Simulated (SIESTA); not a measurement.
Crystal: PtS2.

```xyz
3
Lattice="3.5432 0.0000 0.0000 -1.7716 3.0685 0.0000 0.0000 0.0000 5.0388" Properties=species:S:1:pos:R:3 pbc="T T T"
Pt    0.0000    0.0000    0.0000
S     1.7716    1.0228    3.8950
S     0.0000    2.0457    1.1438
```

| Item | Value |
| --- | --- |
| Program | SIESTA 5.4.2 |
| Task | relaxation of cell and atoms |
| Functional | LDA |
| Potentials or basis | PseudoDojo 0.4 standard (LDA files) |
| Basis | DZP (energy shift 0.002 Ry) |
| Grid cutoff | 800 Ry |
| Energy shift | 0.002 Ry |
| k mesh | 9 × 9 × 5 |
| Occupations | fermi-dirac, width 0.05 eV |
| Spin | no spin polarisation |

At the start: pressure 6.9 GPa; volume 18.26 Å³/atom.

Where does the relaxation end?

Over 16 steps the energy falls by 82.8 meV/atom and the volume is 16.34 Å³/atom (-10.5 %); space group P-3m1 (No. 164, to 0.05 Å).

The path:
```tsv
step	energy change (eV)	largest force (eV/Å)	pressure (GPa)	volume (Å³)
1	0.0000	1.5203	6.89	54.78
2	-0.0737	1.0028	3.00	55.40
3	-0.1232	0.2782	-2.01	56.13
4	-0.1290	0.1618	-2.55	56.03
5	-0.1449	0.0764	-3.03	55.26
6	-0.1565	0.1540	-2.18	54.18
7	-0.1638	0.0906	-0.67	53.21
8	-0.1684	0.0136	0.54	52.62
9	-0.1754	0.1484	1.81	51.94
10	-0.1916	0.3540	3.72	50.58
11	-0.2142	0.5030	5.57	48.58
12	-0.2335	0.4141	3.87	48.42
13	-0.2468	0.1549	0.60	49.06
14	-0.2483	0.0157	0.11	48.94
15	-0.2484	0.0039	-0.10	49.09
16	-0.2484	0.0000	0.00	49.03
```

Final structure:
```yaml
crystal:
  lattice:
    - [3.57100, 0.00000, 0.00000]
    - [-1.78550, 3.09258, 0.00000]
    - [0.00000, 0.00000, 4.43982]
  atoms:
    - { symbol: Pt, position: [0.00000, 0.00000, 0.00000] }
    - { symbol: S, position: [0.66667, 0.33333, 0.72547] }
    - { symbol: S, position: [0.33333, 0.66667, 0.27453] }
```

Caveat: semicore shells carry a single zeta, which can move pressures by several GPa and volumes by a few percent; the volume moved by -10 % from the deposited cell, more than functionals usually miss; the basis of atomic orbitals isn't converged, which shifts pressures, moduli and gaps.
